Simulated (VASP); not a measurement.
NaH:

```
Na H
1.0
     0.00000    2.44000    2.44000
     2.44000    0.00000    2.44000
     2.44000    2.44000    0.00000
Na H
1 1
Direct
  0.00000 0.00000 0.00000
  0.50000 0.50000 0.50000
```

* Program: VASP 6.6.1
* Task: relaxation of cell and atoms
* Functional: r2SCAN
* Potentials or basis: VASP PAW PBE potentials, release 64 (Na_pv, H)
* Cutoff: 600 eV
* k mesh: 10 × 10 × 10
* Occupations: gaussian, width 0.02 eV
* Spin: no spin polarisation

At the start: pressure -1.3 GPa; volume 14.53 Å³/atom.

Task: Where does the relaxation end?

Result: Over 6 steps the energy falls by 4.2 meV/atom and the volume is 13.63 Å³/atom (-6.2 %); space group Fm-3m (No. 225, to 0.05 Å).

Step by step:
| step | energy change (eV) | largest force (eV/Å) | pressure (GPa) | volume (Å³) |
| --- | --- | --- | --- | --- |
| 1 | 0.0000 | 0.0000 | -1.29 | 29.05 |
| 2 | -0.0036 | 0.0000 | -0.91 | 28.56 |
| 3 | -0.0055 | 0.0000 | -0.71 | 28.23 |
| 4 | -0.0080 | 0.0000 | -0.31 | 27.56 |
| 5 | -0.0055 | 0.0000 | 1.15 | 26.25 |
| 6 | -0.0085 | 0.0000 | -0.03 | 27.26 |

Final structure:
```cif
data_structure
_symmetry_space_group_name_H-M 'P 1'
_symmetry_Int_Tables_number 1
_cell_length_a 3.3783
_cell_length_b 3.3783
_cell_length_c 3.3783
_cell_angle_alpha 60.000
_cell_angle_beta 60.000
_cell_angle_gamma 60.000
_cell_volume 27.26
loop_
_atom_site_label
_atom_site_type_symbol
_atom_site_fract_x
_atom_site_fract_y
_atom_site_fract_z
_atom_site_occupancy
Na1 Na 0.00000 0.00000 0.00000 1
H1 H 0.50000 0.50000 0.50000 1
```

Caveat: the PAW data sets were made with another functional, which shifts forces and pressure a little.
